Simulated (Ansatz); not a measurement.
SnO₂ built on the fluorite prototype (r2SCAN geometry), in Ansatz:

```cif
data_structure
_symmetry_space_group_name_H-M 'P 1'
_symmetry_Int_Tables_number 1
_cell_length_a 3.5829
_cell_length_b 3.5829
_cell_length_c 3.5829
_cell_angle_alpha 60.000
_cell_angle_beta 60.000
_cell_angle_gamma 60.000
_cell_volume 32.52
loop_
_atom_site_label
_atom_site_type_symbol
_atom_site_fract_x
_atom_site_fract_y
_atom_site_fract_z
_atom_site_occupancy
Sn1 Sn 0.00000 0.00000 0.00000 1
O1 O 0.25000 0.25000 0.25000 1
O2 O 0.75000 0.75000 0.75000 1
```

G0W0@PBE with 178 empty bands, a screening cutoff of 180 eV and a 6×6×6 mesh (PAW, contour deformation) gives 1.174 eV over the mesh points, from a PBE gap of 0.305 eV; it sums over 191 bands with 169 plane waves in the screening and a wave cutoff of 420 eV. No extrapolation in bands, cutoff or mesh was made for G0W0. The calculation is spin-unpolarised, and the structure need not be a phase that has been made.

Question: Estimate the gap with starting point HSE06.

Answer: 1.938 eV (+0.764 eV), from a Kohn-Sham gap of 1.707 eV.

Question: Another run gave a Kohn-Sham gap of 0.305 eV and a G0W0 gap of 1.194 eV, summing over 359 bands with 331 plane waves in the screening and a wave cutoff of 420 eV. What was changed?

Answer: Empty bands 346, screening cutoff 260 eV. The counts of bands and plane waves show it.

Question: Estimate the gap with starting point r2SCAN.

Answer: 1.485 eV (+0.311 eV), from a Kohn-Sham gap of 0.859 eV.

Question: Estimate the gap with empty bands 73, screening cutoff 100 eV.

Answer: 1.087 eV (-0.087 eV), from a Kohn-Sham gap of 0.305 eV.

No spin-orbit coupling is included; it can move band edges with weight on the heavy atoms by tenths of an eV.
